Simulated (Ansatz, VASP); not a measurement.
**Ca: VASP beside Ansatz**

Contents of INCAR:

```
ALGO     = Fast           # electronic algorithm
EDIFF    = 1E-6           # SCF threshold, eV
ENCUT    = 520            # plane-wave cutoff, eV
ISIF     = 2              # what is computed and relaxed
ISMEAR   = 0              # smearing method
LASPH    = True           # aspherical terms in the spheres
LCHARG   = False          # write CHGCAR
LREAL    = False          # projectors in reciprocal space
LWAVE    = False          # write WAVECAR
NBANDS   = 17             # bands
NELM     = 60             # most SCF steps
PREC     = Accurate       # precision mode
SIGMA    = 0.1            # smearing width, eV
```

The input KPOINTS:

```
k-points
0
Gamma
  6 6 4
```

File POSCAR:

```
Ca
1.0
    3.9799995206      0.0000000000      0.0000000000
   -1.9899997603      3.4467806919      0.0000000000
    0.0000000000      0.0000000000      6.5200000000
Ca
2
Direct
    0.3333333333      0.6666666667      0.2500000000
    0.6666666667      0.3333333333      0.7500000000
```

Input for Ansatz:

```yaml
crystal:
  lattice:
    - [3.9799995206, 0.0, 0.0]
    - [-1.9899997603, 3.4467806919, 0.0]
    - [0.0, 0.0, 6.52]
  atoms:
    - { symbol: Ca, position: [0.3333333333, 0.6666666667, 0.25] }
    - { symbol: Ca, position: [0.6666666667, 0.3333333333, 0.75] }
basis:
  ecutwfc: 420
kpoints:
  mp_grid: { grid: [6, 6, 4] }
hamiltonian:
  xc: lda
scf:
  occupations: { method: gaussian, width: 0.1 }
output:
  forces: true
  stress: true
  eigenvalues: true
```

This isn't the form of Ca at room conditions, which is fcc.

Alike in both runs: task single point; functional LDA; k mesh 6 × 6 × 4; occupations gaussian, width 0.1 eV; no spin polarisation.

```csv
,VASP,Ansatz
version,VASP 6.6.1,Ansatz 0.2.0
potentials or method,"VASP PAW LDA potentials, release 64 (Ca_sv)","scalar-relativistic, plane waves, PAW"
plane-wave cutoff (eV),520,420
valence electrons in the cell,20,20
```

|  | VASP | Ansatz | Ansatz less VASP |
| --- | --- | --- | --- |
| gap on the k mesh at the Fermi level (eV) | none | none | - |
| pressure (GPa) | -2.4 | -2.4 | +0.04 |
| largest component of the traceless stress (GPa) | 0.19 | 0.19 | -0.003 |

A gap of «none» marks a metal or a gap that the smearing closes.
